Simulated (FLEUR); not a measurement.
Crystal: PbS.

```xyz
2
Lattice="4.0897 0.0000 0.0000 -2.0448 3.5418 0.0000 0.0000 0.0000 3.7882" Properties=species:S:1:pos:R:3 pbc="T T T"
Pb    0.0000    0.0000    0.0000
S     2.0448    1.1806    1.8941
```

Measurements of this composition are mostly on another form, of space group No. 225.

```yaml
Program: FLEUR MaX-R8.1 (patched build s14)
Task: single point
Functional: PBE
Potentials_or_basis: all-electron
Basis: FLAPW
Kmax: 3.8 1/bohr
k_mesh: 8 × 8 × 7
Occupations: fermi-dirac, width 0.05 eV
Spin: no spin polarisation
Gmax: 11.8 1/bohr
Muffin-tin_radii: Pb 2.66, S 2.2 bohr
lmax: Pb 11, S 9
Local_orbitals_a_species: Pb 5, S 4
Max_iterations: 60
Mixing_factor: 0.05
Mixer: Anderson
Mixer_history: 15
Density_convergence: 1e-05 me/bohr^3
```

On this cell: largest force under 0.003 eV/Å; band gap on the k mesh 0.21 eV, indirect (least direct gap 1.65 eV).

The same run follows on a disturbed copy (atoms moved at random, drawn with an rms of 0.05 Å):

```
Pb S
1.0
     4.08970    0.00000    0.00000
    -2.04485    3.54178    0.00000
     0.00000    0.00000    3.78817
Pb S
1 1
Direct
  0.00914 0.00313 0.99818
  0.64940 0.31891 0.50437
```

What does the disturbed cell give?

The energy moves by +3.7 meV/atom; largest force 0.162 eV/Å; band gap on the k mesh 0.11 eV, indirect (least direct gap 1.65 eV).

Forces in eV/Å, atoms in the order of the input:
```
Pb  -0.121 -0.105 -0.024
S    0.121  0.105  0.024
```

Caveats: spin-orbit coupling is left out, which as a rule narrows the gap of such compounds by several tenths of an eV; an odd mesh through Γ misses points on the zone boundary, where band edges often lie.
